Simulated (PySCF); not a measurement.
Match the calculated data to a structure.

All candidates are C5H12.

* Rotational structure: rotational constants A, B, C: 4.483, 4.481, 4.478 GHz [GFN2-xTB]
* 13C NMR: chemical shifts (computed TMS as zero) by class: 33.1 (4 C), 30.0 (1 C) ppm [GIAO PBE0/pcSseg-1]
* Dipole: 0.00 D [PBE0/pcSseg-1]
* 1H NMR: chemical shifts (computed TMS as zero) by class: 0.99 (12 H) ppm [GIAO PBE0/pcSseg-1]

Electronic properties: PySCF, gas phase, density fitting. Levels stand in brackets. Isolated species at its GFN2-xTB geometry, gas phase. NMR classes are plain means over equivalent atoms (diastereotopic ones count apart unless rotation or inversion swaps them), as if these changed places fast.

Question: Which candidate is it?
A. `CCC(C)C` (isopentane)
B. `CCCCC` (pentane)
C. `CC(C)(C)C` (neopentane)

Answer: C. It is `CC(C)(C)C`. Numbering: `[CH3:1][C:2]([CH3:3])([CH3:4])[CH3:5]`. Its formula, C5H12, gives 0 degrees of unsaturation, so no ring and no π bond. 5 carbons fall into 2 classes; from least to most shielded: methyl carbon [C1/C3/C4/C5] (33.1 ppm, 4 C), quaternary sp3 carbon [C2] (30.0 ppm). All hydrogens form one class (0.99 ppm): methyl hydrogen. The vanishing dipole is forced by symmetry. The optimised geometry has point group Td and is a spherical top (the spread among constants that symmetry makes equal is optimisation noise).

The others, at the same levels:
- `CCCCC` fails: it has 3 carbon classes against 2; its computed 13C shifts are 40.2 (1 C), 29.0 (2 C), 17.4 (2 C) ppm and 1H shifts are 1.32 (4 H), 1.15 (2 H), 1.05 (6 H) ppm.
- `CCC(C)C` fails: it has 4 carbon classes against 2; its computed 13C shifts are 35.9 (1 C), 34.4 (1 C), 24.7 (2 C), 15.1 (1 C) ppm and 1H shifts are 1.22 (1 H), 1.17 (2 H), 1.03 (3 H), 0.96 (6 H) ppm.

Each candidate is one conformer, not necessarily the lowest. Dipoles, sizes and rotational constants follow the conformer. The torsions of the flexible species, by atom-mapped SMILES:
- `[CH3:1][CH2:2][CH2:3][CH2:4][CH3:5]`: C1–C2–C3–C4 180°, C2–C3–C4–C5 180°
- `[CH3:1][CH2:2][CH:3]([CH3:4])[CH3:5]`: C1–C2–C3–C4 67°
